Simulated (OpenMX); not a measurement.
Ge:

```
Ge
1.0
    -2.57449    2.57449    1.39741
     2.57449   -2.57449    1.39741
     2.57449    2.57449   -1.39741
Ge
2
Cartesian
  0.0000 0.0000 1.3974
  2.5745 0.0000 0.6987
```

This isn't the form of Ge at room conditions, which is diamond.

```yaml
Program: OpenMX 3.8.5
Task: single point
Functional: PBE
Potentials_or_basis: OpenMX 2013 PBE set, Ge7.0-s3p2d2, grid cutoff 300 Ry
k_mesh: 11 × 11 × 11
Occupations: fermi-dirac, width 0.05 eV
Spin: no spin polarisation
```

On this cell: pressure 4.4 GPa; largest force under 0.003 eV/Å; band gap on the k mesh none (metal or under the smearing width).

The same run follows on a disturbed copy (atoms moved at random, drawn with an rms of 0.05 Å):

```xyz
2
Lattice="-2.5745 2.5745 1.3974 2.5745 -2.5745 1.3974 2.5745 2.5745 -1.3974" Properties=species:S:1:pos:R:3 pbc="T T T"
Ge   -0.0291   -0.0055    1.3415
Ge    2.5858    0.0243    0.6717
```

Q: What changes?

A: The energy (extrapolated to zero smearing) moves by +2.8 meV/atom; pressure 4.5 GPa; largest force 0.215 eV/Å; band gap on the k mesh none (metal or under the smearing width).

Forces on the atoms (eV/Å):
```
Ge   0.178  0.118  0.021
Ge  -0.178 -0.118 -0.021
```

Caveats: the basis of atomic orbitals isn't converged, which shifts pressures, moduli and gaps.
